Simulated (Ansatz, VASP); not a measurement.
## GaN (honeycomb GaN monolayer): VASP beside Ansatz

Wanted: the spread between two codes on one cell, functional and k mesh. The structure shown is the end of the Ansatz relaxation below.

Calculated with Ansatz 0.2.0; plane waves, with VASP 6.6.1 beside it; single point at PBE with D3(BJ).

### 1. The starting structure

The cell holds 2 atoms: 1 N and 1 Ga. Its edges and angles: a = 3.207 Å, b = 3.207 Å, c = 31.000 Å, α = 90.0°, β = 90.0°, γ = 120.0°. Vacuum lies along c.

### 2. Ansatz: relaxation, PBE with D3(BJ)

Ansatz runs on its default PAW (the set named soft_2) files.

This run makes the geometry at which the two programs are then compared.

Input file input.yaml:

```yaml
crystal:
  lattice:
    - [3.21, 0.0, 0.0]
    - [-1.605, 2.7799415461, 0.0]
    - [0.0, 0.0, 31.0]
  atoms:
    - { symbol: "N", position: [0.6666666667, 0.3333333333, 0.5] }
    - { symbol: Ga, position: [0.3333333333, 0.6666666667, 0.5] }
  periodic: [true, true, false]
kpoints:
  mp_grid: { grid: [12, 12, 1] }
hamiltonian:
  xc: pbe
  dispersion: d3bj
scf:
  occupations: { method: fermi_dirac, width: 0.05 }
  convergence: { dr2_threshold: 1.0e-09 }
relax:
  f_tol: 0.004
  max_steps: 90
  cell: {}
output:
  write_potential: true
  write_density: true
  volumetric_format: npy
```

Started as:

```bash
ansatz run input.yaml --threads 4 --pin off --max-ram 16384MiB --backend cpu --events-out ev --progress --plain --runs-dir out
```

Numbers of over 12 decimals in the logs are rounded to 6 here.

Log:

```text
Warning: relax.cell: scf.convergence.dr2_threshold = 1e-9 eV is looser than the 2e-10 eV advised for a relaxation that steers and ends on the stress (1e-10 eV for each atom of the cell: 2). What an SCF threshold leaves in a stress goes as its square root, and in the free energy as the threshold itself, and one threshold admits the most on a small cell: [figures from the program's tests cut] Set scf.convergence.dr2_threshold to 2e-10 eV or tighter. The threshold is an SCF's pass mark: one that does not reach it within its budget of iterations ends unconverged, or closes short of it on a stop that the run arms, and scf.convergence.dr2_threshold's page says what that costs each kind of run
Engine: ansatz 0.2.0, aarch64-unknown-linux-gnu
Pseudopotentials: kind: paw
Pseudopotential: N, paw, valence charge 5, recommended cutoff 420 eV (normal), N.paw.azcp
Pseudopotential: Ga, paw, valence charge 13, recommended cutoff 420 eV (normal), Ga.paw.azcp
Functional definition: PBE
  parameter kappa = 0.804
  parameter beta = 0.066725
  exchange = pbe_x(kappa = kappa, mu = beta*pi^2/3)
  correlation = pbe_c(beta = beta)
Crystal: 2 atoms, lattice volume = 276.632 Å³
Basis set: ecut = 420 eV, 5479 PW (Γ), exchange–correlation on 48×48×432 points (8 copies of the dense FFT grid, shifted against one another)
Bands: 13, of which v1, the nominal top of the filled ones, is band 9 counted from 1 (8 counted from 0)
Symmetry: 12 space group operations
Space group: P-6m2 (ITA 187), of the structure as read, at distance tolerance 6.5e-5 Å
k-points: 19 of 144 (time reversal used)
Non-local potential: N, projectors of the file, l = 0: 2, l = 1: 2, l = 2: 1
Non-local potential: Ga, projectors of the file, l = 0: 2, l = 1: 2, l = 2: 3, l = 3: 1
PAW form: soft (Blöchl's): semilocal exchange-correlation on the pseudo side does not see the compensation charge
PAW one-centre angular grid: N, 110 points (default); XC on 64 Gauss nodes
PAW one-centre angular grid: Ga, 590 points (default); XC on 64 Gauss nodes
Initial density: superposition of atomic densities (neutral atoms: chi_scale 0, normalization atom), corrected by the library's trained network
Initial wavefunctions: pseudopotential atomic-orbital guess
Functional: x = pbe(κ = 0.804, μ = 0.219515), c = pbe(β = 0.066725)
SCF iter   1: F=—  HF=-4167.381975 eV  |F-HF|=—  |Δ(HF+E_count)|=         —  Δρ=1.55e-3  dr2=5.63e-3  ethr=1.77e-3  ⟨swp⟩=7.6  Hψ=1806  notcnv=0
preconditioner: auto → none  [insulator: Δε(μ)=2.102 eV  Ē_g=15.935 eV  σ=0.050 eV  W_gap=1.00  n_scr=16 (ndim 8)  ℏωp=9.5 eV  f_vac=0.857  D(μ)=0.00/eV (n_scr^D=0)  ε∞_Penn≈1.4]
SCF iter   2: F=—  HF=-4167.382894 eV  |F-HF|=—  |Δ(HF+E_count)|=   9.19e-4  Δρ=9.05e-4  dr2=2.17e-3  ethr=3.13e-5  ⟨swp⟩=3.3  Hψ=724  notcnv=0
SCF iter   3: F=—  HF=-4167.382745 eV  |F-HF|=—  |Δ(HF+E_count)|=   1.49e-4  Δρ=3.61e-4  dr2=2.08e-4  ethr=1.21e-5  ⟨swp⟩=2.3  Hψ=385  notcnv=0
SCF iter   4: F=—  HF=-4167.383033 eV  |F-HF|=—  |Δ(HF+E_count)|=   2.88e-4  Δρ=4.24e-5  dr2=3.72e-6  ethr=1.16e-6  ⟨swp⟩=2.6  Hψ=512  notcnv=0
SCF iter   5: F=—  HF=-4167.383048 eV  |F-HF|=—  |Δ(HF+E_count)|=   1.46e-5  Δρ=1.62e-5  dr2=4.63e-7  ethr=2.07e-8  ⟨swp⟩=3.2  Hψ=577  notcnv=0
SCF iter   6: F=—  HF=-4167.383052 eV  |F-HF|=—  |Δ(HF+E_count)|=   4.51e-6  Δρ=7.98e-6  dr2=7.57e-8  ethr=2.57e-9  ⟨swp⟩=2.5  Hψ=513  notcnv=0
SCF iter   7: F=—  HF=-4167.383052 eV  |F-HF|=—  |Δ(HF+E_count)|=   2.12e-7  Δρ=1.69e-6  dr2=4.23e-9  ethr=4.20e-10  ⟨swp⟩=2.6  Hψ=510  notcnv=0
SCF iter   8: F=-4167.383052 eV  HF=-4167.383052 eV  |F-HF|=2.21e-9  |Δ(HF+E_count)|=   2.93e-9  Δρ=2.38e-7  dr2=8.99e-11  ethr=5.56e-12  ⟨swp⟩=9.7  Hψ=1613  notcnv=0
SCF 1 converged in 8 iterations: F = -4167.383052 eV  dr2 = 8.99e-11
  greatest PAW one-centre occupation: 0.996 electrons in one spin orbital (limit 2), on the Ga atom at site 1 (counted from 0), in its partial waves of l = 2
relax step   1: F+E_penalty+E_count = -4167.38305226 eV  Δ(F+E_penalty+E_count) = +0.000e0 eV  max|allowed force component| = 3.331e-16 eV/Å  Δτ_max = 0.0000 Å  P = -0.204 N/m  Ω = 276.632 Å³  fix = [c, alpha, beta]  reactions: c -0.000 N/m  (8 SCF iters, accepted)
[...]
relax step   2: F+E_penalty+E_count = -4167.38320203 eV  Δ(F+E_penalty+E_count) = -1.498e-4 eV  max|allowed force component| = 8.142e-16 eV/Å  Δτ_max = 0.0000 Å  P = -0.105 N/m  Ω = 276.357 Å³  energy of the carried Pulay correction = +6.400e-5 eV  fix = [c, alpha, beta]  reactions: c -0.000 N/m  (6 SCF iters, accepted)
[...]
relax step   3: F+E_penalty+E_count = -4167.38330092 eV  Δ(F+E_penalty+E_count) = -9.889e-5 eV  max|allowed force component| = 3.331e-16 eV/Å  Δτ_max = 0.0000 Å  P = +0.001 N/m  Ω = 276.065 Å³  energy of the carried Pulay correction = +1.321e-4 eV  fix = [c, alpha, beta]  reactions: c +0.000 N/m  (6 SCF iters, accepted)
[...]
relax step   4: F+E_penalty+E_count = -4167.38315163 eV  Δ(F+E_penalty+E_count) = +1.493e-4 eV  max|allowed force component| = 3.331e-16 eV/Å  Δτ_max = 0.0000 Å  P = -0.002 N/m  Ω = 276.065 Å³  fix = [c, alpha, beta]  reactions: c -0.000 N/m  stress off target by 2.02e-3 N/m on what of the cell is left free  SCF on the basis re-selected at this cell (its energy is not comparable with the rows above)  (4 SCF iters)
basis re-selected at this cell: Δ(F+E_penalty+E_count) = +1.493e-4 eV, ΔP = -0.003 N/m vs the last step (what re-selecting the basis moved, of the pressure what is left beyond the Pulay correction that the steps carried, after the strain that the cell walked since its last selection, with what the two solves' SCF thresholds leave and, on support functions, any second-order correction that the steps lacked; it is no m [...]
WARN: The output density's exchange-correlation potential varies sharply where the density is thin. Do not read a vacuum level from v_tot or v_xc, or from such a field of the output density. On a cell that repeats whose density bears no net charge and no dipole along the vacuum's axis use v_es (v_loc + v_h of the components); under efield.dipole_correction with no amplitude use v_es + v_field, which holds any externa [...]
SCF converged after 4 iterations
Free energy (F): -4167.383152 eV
Harris-Foulkes:  -4167.383152 eV  (|F-HF|=9.09e-13)
Internal energy: -4167.383152 eV  (E = F + TS)
E sigma→0 (E₀):  -4167.383152 eV
Fermi energy:    -4.169701 eV
--- Per-component energies (eV) ---
  E_band       = -269.286385
  E_kinetic    = 244.681952
  E_local      = -25797.174831  (includes V_loc(G=0)·N_el)
  E_nonlocal   = 472.863598
  E_hartree    = 12688.392313
  E_xc         = -127.763460
  E_vxc        = -132.514719  (∫ρ·V_xc dr)
  E_paw        = -2118.346309  (= ΣΔE_a)
  E_vpaw       = -433.926842  (= ΣTr[D̂ρ^β])
  E_aug_tail   = -0.000041  (compensation charges beyond the density's cutoff)
  E_ewald      = 10470.140607
  E_disp       = -0.176979  (pairwise vdW)
  E_smearing   = -0.000000  (= −TS)
  E_closure    = 0.000000  (closes the sum)
  Σ components = -4167.383152   (vs F -4167.383152, Δ=0.00e0)
--- Forces (eV/Å), atoms counted from 1 ---
  atom   1  N      0.00000000    -0.00000000     0.00000000
  atom   2  Ga     0.00000000     0.00000000    -0.00000000
  max |Σ_I F_I| component: 1.28e-17 eV/Å
--- 2D stress c σ (N/m, compression-positive) ---
       -0.002019       0.000000       0.000000
        0.000000      -0.002019      -0.000000
        0.000000      -0.000000      -0.000000
  P = ½ c Tr σ = -0.0020 N/m
--- Band table (eV; the first three rows and the last of 19) ---
  k-point 0: bands = [... 5 lower, -17.7487, -7.8771, -5.5809, -5.5809, -3.1095, -0.5289 (-0.5291°), -0.1613, 0.2746]
  k-point 1: bands = [... 5 lower, -17.7115, -7.7670, -6.2055, -5.7233, -2.6531, -0.4325 (-0.4326°), 0.0089, 0.4004]
  k-point 2: bands = [... 5 lower, -17.5943, -7.4482, -7.4456, -6.0909, -1.8671, -0.1811 (-0.1812°), 0.4748, 0.7724]
  k-point 18: bands = [... 5 lower, -16.2122, -10.8471, -9.5523, -5.2934, -0.2088, 2.1251, 3.5927, 4.0704]
  ° read free of the cell's end (the report's vacuum.weakly_bound_levels)
--- Relaxed structure (3 steps of the walk, 3 accepted, 1 SCFs on fresh bases) ---
  F+E_penalty+E_count = -4167.38315163 eV   max|allowed force component| = 3.331e-16 eV/Å   (the final SCF, on the basis selected at the relaxed cell)
  cell:  # Å, volume = 276.0647 Å³
    - [3.206707, -1.8281554733459508e-19, 0]
    - [-1.603353, 2.777089, 0]
    - [0, 0, 31.0]
  atoms:
    - { symbol: N, position: [0.666667, 0.333333, 0.5] }
    - { symbol: Ga, position: [0.333333, 0.666667, 0.5] }
```

### 3. VASP: single point, PBE with D3(BJ)

The same cell, functional, mesh and smearing now go to VASP, with its own data sets.

Lines of VASP's logs that name or quote its potential files are left out, and so is its time.

Input file INCAR:

```
SYSTEM = GaN
PREC = Accurate
ENCUT = 520
EDIFF = 1E-06
NELM = 120
ISMEAR = -1
SIGMA = 0.05
LREAL = .FALSE.
ALGO = Normal
GGA = PE
IVDW = 12
NBANDS = 15
LORBIT = 11
LWAVE = .FALSE.
LCHARG = .FALSE.
ISIF = 2
LDIPOL = .TRUE.
IDIPOL = 3
DIPOL = 0.5 0.5 0.5
LVHAR = .TRUE.
LASPH = .TRUE.
GGA_COMPAT = .FALSE.
EFERMI = MIDGAP
NELMDL = -8
```

Input file POSCAR:

```
GaN
1.0
    3.2067066878      0.0000000000      0.0000000000
   -1.6033533439      2.7770894542      0.0000000000
    0.0000000000      0.0000000000     31.0000000000
N Ga
1 1
Direct
    0.6666666667      0.3333333333      0.5000000000
    0.3333333333      0.6666666667      0.5000000000
```

Input file KPOINTS:

```
Automatic mesh
0
Gamma
12 12 1
0 0 0
```

PAW data sets: N and Ga_d (PBE family, release 64).

Started as:

```bash
mpirun -np 1 vasp_std
```

Log:

```text
[banner, memory and clock lines left out]
running    1 mpi-ranks, on    1 nodes
 distrk:  each k-point on    1 cores,    1 groups
 distr:  one band on    1 cores,    1 groups

 POSCAR found type information on POSCAR N Ga
 POSCAR found :  2 types and       2 ions
 LDA part: xc-table for (Slater+PW92), standard interpolation
 POSCAR, INCAR and KPOINTS ok, starting setup
 FFT: planning ... GRIDC
 FFT: planning ... GRID_SOFT
 FFT: planning ... GRID
 WAVECAR not read
 entering main loop
       N       E                     dE             d eps       ncg     rms          rms(c)
DAV:   1     0.110208663639E+03    0.11021E+03   -0.75006E+03   658   0.914E+02
DAV:   2     0.732046588098E+01   -0.10289E+03   -0.94072E+02   755   0.194E+02
DAV:   3    -0.135858363377E+02   -0.20906E+02   -0.20684E+02   762   0.831E+01
DAV:   4    -0.143705345782E+02   -0.78470E+00   -0.78348E+00   719   0.208E+01
DAV:   5    -0.143793347650E+02   -0.88002E-02   -0.87987E-02   810   0.220E+00
DAV:   6    -0.143795350214E+02   -0.20026E-03   -0.20026E-03   753   0.274E-01
DAV:   7    -0.143795380013E+02   -0.29799E-05   -0.29799E-05   799   0.348E-02
DAV:   8    -0.143795381770E+02   -0.17565E-06   -0.17562E-06   606   0.701E-03    0.890E+00
DAV:   9    -0.114576812843E+02    0.29219E+01   -0.11714E+01   911   0.496E+01    0.296E+00
DAV:  10    -0.115206862417E+02   -0.63005E-01   -0.11486E+00   766   0.873E+00    0.227E+00
DAV:  11    -0.114977999443E+02    0.22886E-01   -0.45108E-01   786   0.110E+01    0.135E+00
DAV:  12    -0.114552295989E+02    0.42570E-01   -0.21464E-01   941   0.758E+00    0.428E-01
DAV:  13    -0.114569244555E+02   -0.16949E-02   -0.15268E-02   675   0.923E-01    0.467E-01
DAV:  14    -0.114594512169E+02   -0.25268E-02   -0.11357E-02   834   0.179E+00    0.403E-01
[...]
DAV:  22    -0.114543070364E+02    0.18103E-04   -0.12841E-04   809   0.211E-01    0.454E-02
DAV:  23    -0.114543727939E+02   -0.65757E-04   -0.17125E-04   726   0.189E-01    0.505E-03
DAV:  24    -0.114543906173E+02   -0.17823E-04   -0.19024E-05   696   0.312E-02    0.585E-03
DAV:  25    -0.114544086803E+02   -0.18063E-04   -0.60507E-06   675   0.338E-02    0.331E-03
DAV:  26    -0.114544197332E+02   -0.11053E-04   -0.11792E-06   515   0.784E-03    0.392E-03
DAV:  27    -0.114544218749E+02   -0.21417E-05   -0.65216E-07   544   0.153E-02    0.183E-03
DAV:  28    -0.114544234781E+02   -0.16032E-05   -0.54778E-07   502   0.674E-03    0.534E-04
DAV:  29    -0.114544242552E+02   -0.77707E-06   -0.11815E-07   516   0.281E-03
   1 F= -.11631431E+02 E0= -.11631431E+02  d E =-.240278E-10
```

OUTCAR, selected parts (step 3):

```text
ion  position               nearest neighbor table
   1  0.667  0.333  0.500-   2 1.85   2 1.85   2 1.85
   2  0.333  0.667  0.500-   1 1.85   1 1.85   1 1.85

  LATTYP: Found a hexagonal cell.
 ALAT       =     3.2067066878
 C/A-ratio  =     9.6672390144

 Subroutine GETGRP returns: Found 12 space group operations
 (whereof 12 operations were pure point group operations)

The static configuration has the point symmetry D_3h.

 Found     19 irreducible k-points:

   k-points           NKPTS =     19   k-points in BZ     NKDIM =     19   number of bands    NBANDS=     15

   dimension x,y,z NGX =    24 NGY =   24 NGZ =  240
   dimension x,y,z NGXF=    48 NGYF=   48 NGZF=  480

   ENCUT  =  520.0 eV  38.22 Ry    6.18 a.u.   5.96  5.96 57.64*2*pi/ulx,y,z

   NELECT =      18.0000    total number of electrons

 k-points in reciprocal lattice and weights: Automatic mesh
   0.00000000  0.00000000  0.00000000       0.007
   0.08333333  0.00000000  0.00000000       0.042
   0.16666667  0.00000000  0.00000000       0.042
   0.25000000  0.00000000  0.00000000       0.042
   0.33333333  0.00000000  0.00000000       0.042
   0.41666667  0.00000000  0.00000000       0.042
   0.50000000  0.00000000  0.00000000       0.021
   0.08333333  0.08333333  0.00000000       0.042
   0.16666667  0.08333333  0.00000000       0.083
[...]
0.33333333  0.25000000  0.00000000       0.083
   0.33333333  0.33333333  0.00000000       0.014

 dipolmoment           0.000000      0.000000      0.000000 electrons x Angstroem

 average (electrostatic) potential at core
       1 -71.5044       2 -73.1940

 E-fermi :  -3.3550

 k-point     1 :       0.0000    0.0000    0.0000
  band No.  band energies     occupation
    ...
      5     -17.5616      2.00000
      6     -16.8930      2.00000
      7      -7.0337      2.00000
      8      -4.7459      2.00000
      9      -4.7459      2.00000
     10      -2.2620      0.00000
     11       0.3244      0.00000
     12       0.6769      0.00000
     13       0.9082      0.00000
     14       1.0385      0.00000
    ...

 k-point     2 :       0.0833    0.0000    0.0000
  band No.  band energies     occupation
    ...
      5     -17.5629      2.00000
      6     -16.8555      2.00000
      7      -6.9235      2.00000
      8      -5.3695      2.00000
      9      -4.8881      2.00000
     10      -1.8065      0.00000
     11       0.4201      0.00000
     12       0.8394      0.00000
     13       1.0581      0.00000
     14       1.1668      0.00000
    ...

 k-point     3 :       0.1667    0.0000    0.0000
  band No.  band energies     occupation
    ...
      5     -17.5663      2.00000
      6     -16.7376      2.00000
      7      -6.6087      2.00000
      8      -6.6047      2.00000
      9      -5.2547      2.00000
     10      -1.0205      0.00000
     11       0.6686      0.00000
     12       1.2852      0.00000
     13       1.4987      0.00000
     14       1.5482      0.00000
    ...

 Edisp (eV)   -0.17701

  Total      -0.06207    -0.06207    -0.01454     0.00000     0.00000     0.00000
  in kB      -0.36022    -0.36022    -0.08437     0.00000     0.00000     0.00000
  external pressure =       -0.27 kB  Pullay stress =        0.00 kB

  energy-cutoff  :      520.00
  volume of cell :      276.06
      direct lattice vectors                 reciprocal lattice vectors
     3.206706688  0.000000000  0.000000000     0.311846420  0.180044614  0.000000000
    -1.603353344  2.777089454  0.000000000     0.000000000  0.360089229  0.000000000
     0.000000000  0.000000000 31.000000000     0.000000000  0.000000000  0.032258065

 POSITION                                       TOTAL-FORCE (eV/Angst)
 -----------------------------------------------------------------------------------
      1.60335      0.92570     15.50000        -0.000000      0.000000      0.000000
     -0.00000      1.85139     15.50000         0.000000      0.000000      0.000000
 -----------------------------------------------------------------------------------
    total drift:                                0.000006     -0.000004     -0.000000

  FREE ENERGIE OF THE ION-ELECTRON SYSTEM (eV)
  ---------------------------------------------------
  free  energy   TOTEN  =       -11.6314313945 eV

  energy  without entropy=      -11.6314313945  energy(sigma->0) =      -11.63143139

 vacuum level on the upper side and lower side of the slab         0.848         0.848

 total charge
# of ion       s       p       d       tot
------------------------------------------
    1        1.220   2.513   0.000   3.733
    2        0.836   0.902  10.158  11.895
--------------------------------------------------
tot          2.055   3.414  10.158  15.628

[... 3 further parts left out ...]
```

### 4. Comparison

Known differences besides the potentials themselves: Ansatz cuts the interaction across the vacuum, VASP repeats the sheet with a dipole correction; the cutoff is 420 eV in Ansatz and 520 eV in VASP. Total energies have different zeros and are not compared.

The two programs side by side:

| quantity | Ansatz | VASP | difference |
| --- | --- | --- | --- |
| gap on the k mesh (eV) | 2.184 | 2.186 | -0.002 |

A gap on the mesh is an upper bound, since the band edges may lie between its points. With vacuum in the cell, a pressure given here is an average over mostly empty space and none of the material.

### 5. What came out

| Property | Result |
| --- | --- |
| difference in gap on the k mesh (single point, PBE with D3(BJ)) | -0.0021 eV |

**Reading.** The difference in gap on the k mesh is -0.0021 eV (single point, PBE with D3(BJ)), within the 0.08 eV picked in this series as the mark of a large difference. How closely two codes agree says nothing of how well the functional describes the real material.

[Lines on the potential files, build, host, timing and source positions are cut from VASP's logs without a mark.]

[Logs are printed without paths, hosts, clocks, repeated set-up lines and the standing remarks that a program may print on its own settings, such as how far it seeks lower states.]

[Hosts, paths, dates, database ids (printed as entryN), source tags and the programs' standing remarks are cut or masked in the printed files.]
